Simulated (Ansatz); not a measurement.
The cell is COD entry 5000216, as deposited and not checked against the literature; nothing was relaxed.

Input and log of a run on Cu: DFT, PBE, all-electron LAPW, scalar-relativistic (Ansatz 0.2.0).

Command: `ansatz run input.yaml --threads 1 --pin off --max-ram 3072MiB --backend cpu --events-out ev --progress --plain --runs-dir out` The run took 22 s on 1 thread of Arm Neoverse V2, with other jobs on the host, peak memory 0.41 GiB.

```yaml
crystal:
  lattice:
    - [0.0, 1.8075, 1.8075]
    - [1.8075, 0.0, 1.8075]
    - [1.8075, 1.8075, 0.0]
  atoms:
    - { symbol: Cu, position: [0.0, 0.0, 0.0] }
kpoints:
  mp_grid: { grid: [19, 19, 19] }
  band_path:
    path:
      - [0.0, 0.0, 0.0]
      - [0.5, 0.0, 0.5]
      - [0.625, 0.25, 0.625]
      - [0.375, 0.375, 0.75]
      - [0.0, 0.0, 0.0]
      - [0.5, 0.5, 0.5]
      - [0.5, 0.25, 0.75]
      - [0.5, 0.0, 0.5]
    npoints: 14
scf:
  occupations: { method: fermi_dirac, width: 0.08 }
hamiltonian:
  xc: pbe
  pseudopotentials: { kind: all_electron, lapw: { basis_error: 0.00025 } }
output:
  forces: true
  stress: true
  eigenvalues: true
  populations: true
  dos: { projected: true, de: 0.2, e_range: [-14, 8] }
```

What the program printed:

```
Cu: projections on atomic orbitals take those of the free atom 1s2 2s2 2p6 3s2 3p6 3d10 4s1, of charge +0.00 (hamiltonian.pseudopotentials.projection_atoms)
LAPW: plane waves up to 9.454 Å⁻¹, error target 2.5e-4 eV per atom; small_component_spin mean_spin; Cu in spheres of 1.278 Å, 19 of its electrons in bands, Dirac shells []
Engine: ansatz 0.2.0
Pseudopotentials: kind: all_electron
Pseudopotential: Cu, LAPW, valence charge 19, Koelling and Harmon's equation, gaussian nucleus
Functional definition: PBE
  parameter kappa = 0.804
  parameter beta = 0.06672455060314922
  exchange = pbe_x(kappa = kappa, mu = beta*pi^2/3)
  correlation = pbe_c(beta = beta)
Crystal: 1 atoms, lattice volume = 11.810 Å³
Basis set: ecut = 340.54601621477553 eV, 169 PW (Γ), exchange–correlation at level 2
Bands: 14, of which v1, the nominal top of the filled ones, is band 10 counted from 1 (9 counted from 0)
Symmetry: 48 space group operations
Space group: Fm-3m (ITA 225), of the structure as read, at distance tolerance 2.3e-5 Å
k-points: 220 of 6859
Non-local potential: Cu, projectors of the file, none
Initial density: superposition of atomic densities (chi_scale 0.1, normalization cell)
Initial wavefunctions: plane waves of lowest kinetic energy (no species holds an atomic orbital)
Functional: x = pbe(κ = 0.804, μ = 0.2195149727645171), c = pbe(β = 0.06672455060314922)
iter 1 solved again at ethr=5.87e-4 eV; its pass at ethr=1.00e-1 eV (dr2=1.12e-1 eV) is discarded
SCF iter   1: F=—  HF=-45035.176479 eV  |F-HF|=—  |Δ(HF+E_count)|=         —  Δρ=4.51e-2  dr2=1.12e-1  ethr=5.87e-4  ⟨swp⟩=2.6  Hψ=22003  notcnv=0
preconditioner: auto → none  [metal: Δε(μ)=0.032 eV  Ē_g=15.914 eV  σ=0.080 eV  W_gap=0.10  n_scr=0 (ndim 8)  ℏωp=35.8 eV  f_vac=0.000  D(μ)=0.41/eV (n_scr^D=0)]
SCF iter   2: F=—  HF=-45035.996935 eV  |F-HF|=—  |Δ(HF+E_count)|=   8.20e-1  Δρ=2.73e-2  dr2=4.24e-2  ethr=5.87e-4  ⟨swp⟩=3.0  Hψ=10304  notcnv=0
iter 3 solved again at ethr=1.46e-6 eV; its pass at ethr=2.23e-4 eV (dr2=2.78e-4 eV) is discarded
SCF iter   3: F=—  HF=-45034.384325 eV  |F-HF|=—  |Δ(HF+E_count)|=    1.61e0  Δρ=2.00e-3  dr2=2.78e-4  ethr=1.46e-6  ⟨swp⟩=2.5  Hψ=15762  notcnv=0
SCF iter   4: F=—  HF=-45034.301077 eV  |F-HF|=—  |Δ(HF+E_count)|=   8.32e-2  Δρ=4.77e-3  dr2=1.20e-3  ethr=1.46e-6  ⟨swp⟩=3.0  Hψ=9617  notcnv=0
SCF iter   5: F=—  HF=-45034.294032 eV  |F-HF|=—  |Δ(HF+E_count)|=   7.04e-3  Δρ=7.88e-4  dr2=3.08e-5  ethr=1.46e-6  ⟨swp⟩=2.6  Hψ=8599  notcnv=0
SCF iter   6: F=—  HF=-45034.293880 eV  |F-HF|=—  |Δ(HF+E_count)|=   1.52e-4  Δρ=1.91e-5  dr2=2.83e-8  ethr=1.62e-7  ⟨swp⟩=2.0  Hψ=8284  notcnv=0
SCF iter   7: F=-45034.293880 eV  HF=-45034.293880 eV  |F-HF|=2.70e-8  |Δ(HF+E_count)|=   6.89e-8  Δρ=3.68e-6  dr2=1.03e-9  ethr=1.49e-10  ⟨swp⟩=3.0  Hψ=9143  notcnv=0
SCF 1 converged in 7 iterations: F = -45034.293880 eV  dr2 = 1.03e-9
NSCF: frozen V_eff on 99 k-points
SCF converged after 7 iterations
Free energy (F): -45034.293880 eV
Harris-Foulkes:  -45034.293880 eV  (|F-HF|=2.70e-8)
Internal energy: -45034.286590 eV  (E = F + TS)
E sigma→0 (E₀):  -45034.290235 eV
Entropy (-TS):   -0.007290 eV (-7.290 meV/atom)
Fermi energy:    16.656162 eV
--- Per-component energies (eV) ---
  E_band       = -362.447889
  E_kinetic    = 45808.565702
  E_xc         = -1840.647379
  E_electrostatic = -89002.204913  (all electrons and nuclei)
  E_smearing   = -0.007290  (= −TS)
  E_closure    = 0.000000  (closes the sum)
  E_atoms      = -45030.532457  (free atoms, spherical and without spin; not in F)
  Σ components = -45034.293880   (vs F -45034.293880, Δ=0.00e0)
  Basis errors (estimates in eV, not in F): energy 5.0e-5 per atom: plane waves 4.4e-5 (2.2e-5 summed), levels above the bands 1.3e-111, relativity 7.6e-9, radial functions 5.7e-6, core shells 1.1e-11; eigenvalues (radial functions only) 5.0e-7; not estimated: angular momenta, meshes, grids; target (lapw.basis_error) 2.5e-4; muffin-tin radii Cu 1.278 Å
--- Forces (eV/Å), atoms counted from 1 ---
  atom   1  Cu     0.00000000     0.00000000    -0.00000000
  max |Σ_I F_I| component: 1.23e-32 eV/Å
--- Stress (GPa, compression-positive) ---
        1.690924      -0.000000       0.000000
       -0.000000       1.690924       0.000000
        0.000000       0.000000       1.690924
  P = ⅓ Tr σ = 1.6909 GPa (16.909 kbar)
--- Band table (eV; the first three rows and the last of 220) ---
  k-point 0: bands = ["-95.9715", "-53.2853", "-53.2853", "-53.2853", "7.2015", "13.6035", "13.6035", "13.6035", "14.4360", "14.4360", "39.2083", "41.8227", "41.8227", "41.8227"]
  k-point 1: bands = ["-95.9711", "-53.2882", "-53.2858", "-53.2858", "7.3027", "13.5816", "13.6230", "13.6230", "14.4281", "14.4281", "38.6330", "40.5253", "41.4802", "41.4802"]
  k-point 2: bands = ["-95.9700", "-53.2967", "-53.2870", "-53.2870", "7.6030", "13.5212", "13.6745", "13.6745", "14.4113", "14.4113", "36.3989", "39.9172", "40.8429", "40.8429"]
  k-point 219: bands = ["-95.9530", "-53.3592", "-53.3551", "-53.3263", "12.4767", "12.9788", "13.1832", "14.3969", "15.1412", "22.4667", "22.6680", "24.9560", "25.9004", "43.5613"]
--- Löwdin populations: 1 site ---
  site symbol       q [e]
     0     Cu     28.8403
  spilling = 0.005509 (of n_electrons = 29.000000)
```
